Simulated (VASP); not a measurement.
## Li: single point with PBE

The system is Li.

```
Li
1.0
     5.08172    0.00000    0.00000
     0.00000    5.88011    0.00000
     0.00000    0.00000    5.42098
Li
8
Direct
  0.25000 0.62486 0.00000
  0.25000 0.62502 0.50000
  0.75000 0.37514 0.00000
  0.75000 0.37498 0.50000
  0.25000 0.12486 0.50000
  0.25000 0.12502 0.00000
  0.75000 0.87498 0.00000
  0.75000 0.87514 0.50000
```

The cell was built by a generator and needn't be a form met in nature.

| Property | Result |
| --- | --- |
| Program | VASP 6.6.1 |
| Task | single point |
| Functional | PBE |
| Potentials or basis | VASP PAW PBE potentials, release 64 (Li_sv) |
| Cutoff | 520 eV |
| k mesh | 8 × 6 × 8 |
| Occupations | gaussian, width 0.1 eV |
| Spin | no spin polarisation |
| Dipole correction | no |
| Further INCAR settings | ALGO = Fast; EDIFF = 1e-06; NBANDS = 22 |

```yaml
Band_gap_on_the_k_mesh: none (metal or under the smearing width)
```

Levels at points of the mesh, in eV from the Fermi level:
```
           k point  band 8  band 9  band 10  band 11  band 12  band 13  band 14  band 15  band 16  band 17
(0.00, 0.00, 0.00)  -46.59   -3.48    -0.61    -0.34    -0.34    -0.14     2.10     2.83     3.45     3.45
(0.50, 0.00, 0.00)  -46.59   -2.42    -2.42    -0.15    -0.15     0.79     0.79     2.70     2.70     2.81
(0.00, 0.50, 0.00)  -46.59   -2.69    -2.69     0.44     0.44     0.93     0.93     2.51     2.51     2.56
(0.50, 0.50, 0.00)  -46.59   -1.63    -1.63    -1.63    -1.63     1.82     1.82     1.82     1.82     3.17
(0.00, 0.00, 0.50)  -46.60   -2.55    -2.55     0.76     0.76     0.76     0.76     1.08     1.08     3.36
(0.50, 0.00, 0.50)  -46.60   -1.42    -1.42    -1.42    -1.42     1.07     1.07     1.07     1.07     3.35
(0.00, 0.50, 0.50)  -46.60   -1.70    -1.70    -1.70    -1.70     2.15     2.15     2.15     2.15     3.56
(0.50, 0.50, 0.50)  -46.60   -0.59    -0.59    -0.59    -0.59    -0.59    -0.59    -0.59    -0.59     6.14
```

Run time: 7.1 min on 1 thread of Intel(R) Xeon(R) Platinum 8488C (Sapphire Rapids) (shared host), peak memory 0.4 GiB.
